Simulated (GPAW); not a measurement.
# How the plane-wave cutoff moves the magnetism of zigzag V chain, bond 2.466 A, part 2 of 2

Two starts of zigzag V chain, bond 2.466 A are run at each rung of the plane-wave cutoff. Which rung is enough?

GPAW 26.7.0; PBE; plane waves with GPAW's PAW setups, scalar-relativistic.

So far, largest spin moment in the augmentation sphere (μB): step 2 (rung 1 (250 eV), start ferro ++) 0.105; step 5 (antiferromagnetic, cutoff 325 eV, start moments [1.5, -1.5] μB) 2.04; step 6 (cutoff 400 eV) 0.107; step 7 (antiferromagnetic, cutoff 400 eV, start moments [1.5, -1.5] μB) 2.05; step 8 (cutoff 500 eV) 0.107.

## Step 9: Rung 4 (500 eV), start antiferro +-

order2.py

```python
import json
import numpy as np
from ase import Atoms
from ase.parallel import paropen, parprint
from gpaw import GPAW

atoms = Atoms(['V', 'V'],
    cell=[[12.0, 0.0, 0.0],
         [0.0, 12.0, 0.0],
         [0.0, 0.0, 2.9592]],
    scaled_positions=[[0.4178, 0.5, 0.0],
         [0.5822, 0.5, 0.5]],
    pbc=True,
    magmoms=[1.5, -1.5])
atoms.calc = GPAW(mode={'name': 'pw', 'ecut': 500},
    xc='PBE',
    kpts={'size': (1, 1, 10), 'gamma': True},
    occupations={'name': 'fermi-dirac', 'width': 0.05},
    convergence={'density': 1e-05, 'energy': 1e-05},
    maxiter=200,
    symmetry={'tolerance': 1e-4},
    txt='order2.txt')
e = atoms.get_potential_energy(force_consistent=True)
res = {'free_energy': e, 'energy_sigma0': atoms.get_potential_energy(), 'fermi_energy': atoms.calc.get_fermi_level()}
res['moments'] = atoms.get_magnetic_moments().tolist()
res['total'] = atoms.get_magnetic_moment()
parprint('site moments (muB):', np.round(res['moments'], 3))
parprint(f"total moment: {res['total']:.3f} muB")
parprint(f'free energy: {e:.6f} eV')
atoms.calc.write('order2.gpw')
with paropen('results.json', 'w') as f:
    json.dump(res, f)
```

Started as:

```bash
OMP_NUM_THREADS=1 python3 order2.py > order2.log
```

The log of the run:

```text
site moments (muB): [ 2.055 -2.055]
total moment: -0.000 muB
free energy: -11.176240 eV

--- order2.txt ---
Input parameters:
  mode=PW(ecut=500),
  convergence={'density': 1e-05, 'energy': 1e-05},
  kpts=MonkhorstPack(size=(1, 1, 10), gamma=True),
  maxiter=200,
  occupations=Occupations(name='fermi-dirac', width=0.05),
  symmetry=Symmetry(tolerance=0.0001),
  xc=XC(name='PBE')

Diagonalizing LCAO Hamiltonian
[...]
|          6 |       -38.927 |     1.000 |       -38.927 |     1.000 |
|          7 |       -38.870 |     1.000 |       -38.870 |     1.000 |
[...]
|         16 |        -1.252 |     0.000 |        -1.252 |     0.000 |
|         17 |        -0.746 |     0.000 |        -0.746 |     0.000 |
|         18 |        -0.738 |     0.000 |        -0.738 |     0.000 |
|         19 |        -0.182 |     0.000 |        -0.182 |     0.000 |

No gap
No difference between direct/indirect transitions


[key lines of the parts left out:]
Free energy:     -11.176240
Converged in 18 steps
dipole moment: (0.000003, 0.000000, -6.996690)  # |e|*Ang
Fermi level: -2.635
```

Elapsed: 24 s, on 1 MPI rank of AMD EPYC 9R45, shared host; peak memory 0.35 GiB.

Read from the output:

```yaml
magnetization: 0 μB
final_state: antiferromagnetic
largest_moment: 2.055 μB
```

This start lies -238.3 meV a seeded atom from the first, a change of -0.6 meV since rung 3; its largest moment is 2.05 μB.

## Step 10: Rung 5 (650 eV), start ferro ++

order1.py

```python
import json
import numpy as np
from ase import Atoms
from ase.parallel import paropen, parprint
from gpaw import GPAW

atoms = Atoms(['V', 'V'],
    cell=[[12.0, 0.0, 0.0],
         [0.0, 12.0, 0.0],
         [0.0, 0.0, 2.9592]],
    scaled_positions=[[0.4178, 0.5, 0.0],
         [0.5822, 0.5, 0.5]],
    pbc=True,
    magmoms=[1.5, 1.5])
atoms.calc = GPAW(mode={'name': 'pw', 'ecut': 650},
    xc='PBE',
    kpts={'size': (1, 1, 10), 'gamma': True},
    occupations={'name': 'fermi-dirac', 'width': 0.05},
    convergence={'density': 1e-05, 'energy': 1e-05},
    maxiter=200,
    symmetry={'tolerance': 1e-4},
    txt='order1.txt')
e = atoms.get_potential_energy(force_consistent=True)
res = {'free_energy': e, 'energy_sigma0': atoms.get_potential_energy(), 'fermi_energy': atoms.calc.get_fermi_level()}
res['moments'] = atoms.get_magnetic_moments().tolist()
res['total'] = atoms.get_magnetic_moment()
parprint('site moments (muB):', np.round(res['moments'], 3))
parprint(f"total moment: {res['total']:.3f} muB")
parprint(f'free energy: {e:.6f} eV')
atoms.calc.write('order1.gpw')
with paropen('results.json', 'w') as f:
    json.dump(res, f)
```

Started as:

```bash
OMP_NUM_THREADS=1 python3 order1.py > order1.log
```

The log of the run:

```text
site moments (muB): [0.107 0.107]
total moment: 0.239 muB
free energy: -10.702954 eV

--- order1.txt ---
Input parameters:
  mode=PW(ecut=650),
  convergence={'density': 1e-05, 'energy': 1e-05},
  kpts=MonkhorstPack(size=(1, 1, 10), gamma=True),
  maxiter=200,
  occupations=Occupations(name='fermi-dirac', width=0.05),
  symmetry=Symmetry(tolerance=0.0001),
  xc=XC(name='PBE')

Diagonalizing LCAO Hamiltonian
[...]
|          8 |        -5.921 |     1.000 |        -5.886 |     1.000 |
|          9 |        -4.747 |     1.000 |        -4.721 |     1.000 |
[...]
|         18 |        -1.642 |     0.000 |        -1.604 |     0.000 |
|         19 |        -1.122 |     0.000 |        -1.007 |     0.000 |
|         20 |        -0.460 |     0.000 |        -0.452 |     0.000 |
|         21 |        -0.223 |     0.000 |        -0.054 |     0.000 |

No gap
No difference between direct/indirect transitions


[key lines of the parts left out:]
Free energy:     -10.702954
Converged in 35 steps
dipole moment: (-0.000001, 0.000000, -7.049437)  # |e|*Ang
Fermi level: -2.672
```

Elapsed: 67 s, on 1 MPI rank; peak memory 0.47 GiB.

This step gave:

```
magnetization  : 0.2390 μB
final state    : weakly magnetic
largest moment : 0.1066 μB
```

After 35 cycles the largest moment is only 0.107 μB.

## Step 11: Rung 5 (650 eV), start antiferro +-

order2.py is the script of step 9 with these lines changed:

```diff
@@ -14,3 +14,3 @@
     magmoms=[1.5, -1.5])
-atoms.calc = GPAW(mode={'name': 'pw', 'ecut': 500},
+atoms.calc = GPAW(mode={'name': 'pw', 'ecut': 650},
     xc='PBE',
```

Started as:

```bash
OMP_NUM_THREADS=1 python3 order2.py > order2.log
```

The log of the run:

```text
site moments (muB): [ 2.055 -2.055]
total moment: 0.000 muB
free energy: -11.179733 eV

--- order2.txt ---
Input parameters:
  mode=PW(ecut=650),
  convergence={'density': 1e-05, 'energy': 1e-05},
  kpts=MonkhorstPack(size=(1, 1, 10), gamma=True),
  maxiter=200,
  occupations=Occupations(name='fermi-dirac', width=0.05),
  symmetry=Symmetry(tolerance=0.0001),
  xc=XC(name='PBE')

Diagonalizing LCAO Hamiltonian
[...]
|          6 |       -38.927 |     1.000 |       -38.927 |     1.000 |
|          7 |       -38.869 |     1.000 |       -38.869 |     1.000 |
[...]
|         16 |        -1.252 |     0.000 |        -1.252 |     0.000 |
|         17 |        -0.746 |     0.000 |        -0.746 |     0.000 |
|         18 |        -0.738 |     0.000 |        -0.738 |     0.000 |
|         19 |        -0.183 |     0.000 |        -0.183 |     0.000 |

No gap
No difference between direct/indirect transitions


[key lines of the parts left out:]
Free energy:     -11.179733
Converged in 18 steps
dipole moment: (-0.000001, 0.000000, -6.996659)  # |e|*Ang
Fermi level: -2.635
```

Run time: 36 s. Hardware: 1 MPI rank; peak memory 0.46 GiB.

Read from the output:

| Quantity | Value |
| --- | --- |
| magnetization | 0 μB |
| final state | antiferromagnetic |
| largest moment | 2.055 μB |

This start lies -238.4 meV a seeded atom from the first, a change of -0.0 meV since rung 4; its largest moment is 2.05 μB.

## Step 12: Rung 6 (800 eV), start ferro ++

order1.py is the script of step 10 with these lines changed:

```diff
@@ -14,3 +14,3 @@
     magmoms=[1.5, 1.5])
-atoms.calc = GPAW(mode={'name': 'pw', 'ecut': 650},
+atoms.calc = GPAW(mode={'name': 'pw', 'ecut': 800},
     xc='PBE',
```

Started as:

```bash
OMP_NUM_THREADS=1 python3 order1.py > order1.log
```

The log of the run:

```text
site moments (muB): [0.107 0.107]
total moment: 0.239 muB
free energy: -10.703175 eV

--- order1.txt ---
Input parameters:
  mode=PW(ecut=800),
  convergence={'density': 1e-05, 'energy': 1e-05},
  kpts=MonkhorstPack(size=(1, 1, 10), gamma=True),
  maxiter=200,
  occupations=Occupations(name='fermi-dirac', width=0.05),
  symmetry=Symmetry(tolerance=0.0001),
  xc=XC(name='PBE')

Diagonalizing LCAO Hamiltonian
[...]
|          8 |        -5.921 |     1.000 |        -5.886 |     1.000 |
|          9 |        -4.747 |     1.000 |        -4.721 |     1.000 |
[...]
|         18 |        -1.642 |     0.000 |        -1.604 |     0.000 |
|         19 |        -1.122 |     0.000 |        -1.007 |     0.000 |
|         20 |        -0.460 |     0.000 |        -0.452 |     0.000 |
|         21 |        -0.223 |     0.000 |        -0.054 |     0.000 |

No gap
No difference between direct/indirect transitions


[key lines of the parts left out:]
Free energy:     -10.703175
Converged in 34 steps
dipole moment: (0.000001, 0.000000, -7.049438)  # |e|*Ang
Fermi level: -2.672
```

The job ended after 81 s (1 MPI rank; peak memory 0.61 GiB).

This step gave:

```yaml
magnetization: 0.2391 μB
final_state: weakly magnetic
largest_moment: 0.1068 μB
```

After 34 cycles the largest moment is only 0.107 μB.

## Step 13: Rung 6 (800 eV), start antiferro +-

order2.py is the script of step 11 with these lines changed:

```diff
@@ -14,3 +14,3 @@
     magmoms=[1.5, -1.5])
-atoms.calc = GPAW(mode={'name': 'pw', 'ecut': 650},
+atoms.calc = GPAW(mode={'name': 'pw', 'ecut': 800},
     xc='PBE',
```

Started as:

```bash
OMP_NUM_THREADS=1 python3 order2.py > order2.log
```

The log of the run:

```text
site moments (muB): [ 2.055 -2.055]
total moment: 0.000 muB
free energy: -11.179990 eV

--- order2.txt ---
Input parameters:
  mode=PW(ecut=800),
  convergence={'density': 1e-05, 'energy': 1e-05},
  kpts=MonkhorstPack(size=(1, 1, 10), gamma=True),
  maxiter=200,
  occupations=Occupations(name='fermi-dirac', width=0.05),
  symmetry=Symmetry(tolerance=0.0001),
  xc=XC(name='PBE')

Diagonalizing LCAO Hamiltonian
[...]
|          6 |       -38.927 |     1.000 |       -38.927 |     1.000 |
|          7 |       -38.869 |     1.000 |       -38.869 |     1.000 |
[...]
|         16 |        -1.252 |     0.000 |        -1.252 |     0.000 |
|         17 |        -0.746 |     0.000 |        -0.746 |     0.000 |
|         18 |        -0.738 |     0.000 |        -0.738 |     0.000 |
|         19 |        -0.183 |     0.000 |        -0.183 |     0.000 |

No gap
No difference between direct/indirect transitions


[key lines of the parts left out:]
Free energy:     -11.179990
Converged in 18 steps
dipole moment: (-0.000001, 0.000000, -6.996658)  # |e|*Ang
Fermi level: -2.635
```

Elapsed: 43 s, on 1 MPI rank; peak memory 0.59 GiB.

Numbers from this step:

- magnetization: 0 μB
- final state: antiferromagnetic
- largest moment: 2.055 μB

This start lies -238.4 meV a seeded atom from the first, a change of -0.0 meV since rung 5; its largest moment is 2.05 μB.

## Step 14: The rungs together

Ladder, by row:

```
rung  cutoff (eV)  state from the first start  state from the second start  second less first (meV a seeded atom)  moment, first (μB)  moment, second (μB)  CPU time (s)
   1          250             weakly magnetic            antiferromagnetic                                 -223.9              0.1045                 2.01          29.8
   2          325             weakly magnetic            antiferromagnetic                                 -232.9              0.1059                2.037         35.01
   3          400             weakly magnetic            antiferromagnetic                                 -237.7              0.1067                2.052            43
   4          500             weakly magnetic            antiferromagnetic                                 -238.3              0.1066                2.055         65.83
   5          650             weakly magnetic            antiferromagnetic                                 -238.4              0.1066                2.055         102.9
   6          800             weakly magnetic            antiferromagnetic                                 -238.4              0.1068                2.055           124
```

## Step 15: What came out

| Quantity | Value |
| --- | --- |
| range of the moment in the table, second start | 2.01 to 2.05 μB |
| range of CPU time | 30 s to 2.1 min |
| range of the energy difference | -238 to -224 meV a seeded atom |
| first rung from which all stay within 12 meV of the last | 2 |

From rung 2 on the result stays within 5.5 meV of the last rung, inside the margin of 12 meV set for it, at 28 % of the last rung's cost. The second start ends lower on every rung of the table; whether functional and cell give the true order is another question.

[Logs and program files are shortened in this print: banners, set-up blocks, solver, clock and traceback lines can be left out without a mark of their own.]

[Logs are printed without paths, hosts, clocks, repeated set-up lines and the standing remarks that a program may print on its own settings, such as how far it seeks lower states.]

[Hosts, paths, dates, database ids (printed as entryN), source tags and the programs' standing remarks are cut or masked in the printed files.]

[Where a cell is said to come from a database of computed structures, the database is the Materials Project.]
